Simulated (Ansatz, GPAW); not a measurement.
# InP: 3 runs at one level of theory

```xyz
2
Lattice="0.0000 2.9305 2.9305 2.9305 0.0000 2.9305 2.9305 2.9305 0.0000" Properties=species:S:1:pos:R:3 pbc="T T T"
In    0.0000    0.0000    0.0000
P     4.3957    4.3957    4.3957
```

Alike in all runs: task single point; functional PBE; k mesh 8 × 8 × 8; occupations gaussian, width 0.024 eV; no spin polarisation; no spin-orbit coupling. Pressure is positive in compression and, in plane waves, holds the error of the finite cutoff, which Ansatz's Pulay term estimates and takes out.

```csv
program and potentials,plane-wave cutoff (eV),notes,band gap (eV),pressure (GPa)
"Ansatz, Ansatz PAW",420,Pulay term of +0.04 GPa included,0.72,3.34
"GPAW, GPAW PAW data sets (gpaw-data 1.2.1)",600,-,0.71,3.04
"Ansatz, all-electron LAPW, scalar-relativistic",-,-,0.71,3.34
```

The band gap spans 0.71 (GPAW, GPAW PAW data sets (gpaw-data 1.2.1)) to 0.72 eV (Ansatz, Ansatz PAW), with all-electron results at 0.71. The pressure spans 3.04 (GPAW, GPAW PAW data sets (gpaw-data 1.2.1)) to 3.34 GPa (Ansatz, all-electron LAPW, scalar-relativistic), with all-electron results at 3.34.

Differences between rows come from potentials, basis sets and numerical settings, since the functional is the same but for its coding. Runs on potential files found faulty are left out.
